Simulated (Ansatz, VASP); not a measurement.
TiC in VASP and in Ansatz

```xyz
2
Lattice="3.0421 0.0000 0.0000 -1.5210 2.6345 0.0000 0.0000 0.0000 2.6980" Properties=species:S:1:pos:R:3 pbc="T T T"
Ti    0.0000    0.0000    1.3490
C     0.0000    1.7564    0.0000
```

The cell was built by a generator and needn't be a form met in nature.

Alike in both runs: task relaxation of cell and atoms; functional BLYP; dispersion D3(BJ); k mesh 10 × 10 × 10; occupations fermi-dirac, width 0.05 eV; no spin polarisation.

```csv
,VASP,Ansatz
version,VASP 6.6.1,Ansatz 0.2.0
potentials or method,"VASP PAW PBE potentials, release 64 (Ti_sv, C)",Ansatz PAW
plane-wave cutoff (eV),600,420
valence electrons in the cell,16,16
```

Ansatz gave:

- gap on the k mesh at the Fermi level, each at its own relaxed structure (eV): 0.08
- relaxed volume (Å³/atom): 10.43
- relaxed cell length with the largest relative difference (Å): 2.679
- energy change over the relaxation (meV/atom): -9

Q: Which values does VASP return?

A: gap on the k mesh at the Fermi level, each at its own relaxed structure (eV): 0.08; relaxed volume (Å³/atom): 10.44; relaxed cell length with the largest relative difference (Å): 2.680; energy change over the relaxation (meV/atom): -8.

Caveats: the PAW data sets were made with another functional, which shifts forces and pressure a little (VASP); the plane-wave basis is chosen anew once the cell has moved, so the energies of steps on either side of that aren't comparable (Ansatz); the pressure holds a Pulay correction of +0.3 GPa for the finite cutoff (Ansatz); the PAW data sets come from PBE, with cores solved anew for the run's functional, which leaves a small shift of forces and pressure (Ansatz). A k mesh can miss the band edges. A hybrid or GW would open this gap; BLYP tends to underestimate it.
